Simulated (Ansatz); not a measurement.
Here is an Ansatz 0.2.0 calculation.

The input input.yaml:

```yaml
crystal:
  lattice:
    - [0.0, 2.256, 2.256]
    - [2.256, 0.0, 2.256]
    - [2.256, 2.256, 0.0]
  atoms:
    - { symbol: Hf, position: [0.0, 0.0, 0.0] }
    - { symbol: "N", position: [0.5, 0.5, 0.5] }
kpoints:
  mp_grid: { grid: [7, 7, 7] }
scf:
  occupations: { method: fermi_dirac, width: 0.04 }
hamiltonian:
  xc: pbe
  pseudopotentials: { kind: all_electron, lapw: { basis_error: 0.002 } }
output:
  forces: true
  stress: true
  eigenvalues: true
```

Potentials or basis: all-electron LAPW, scalar-relativistic.

Run with:

```sh
$ ansatz run input.yaml --threads 1 --pin off --max-ram 3072MiB --backend cpu --events-out ev --progress --plain --runs-dir out
```

What does it give for the band gap on the k mesh?

None (metal or under the smearing width).

What does it give for the pressure?

6.9 GPa.

 Spin-orbit coupling is left out, which matters for the levels of Hf.
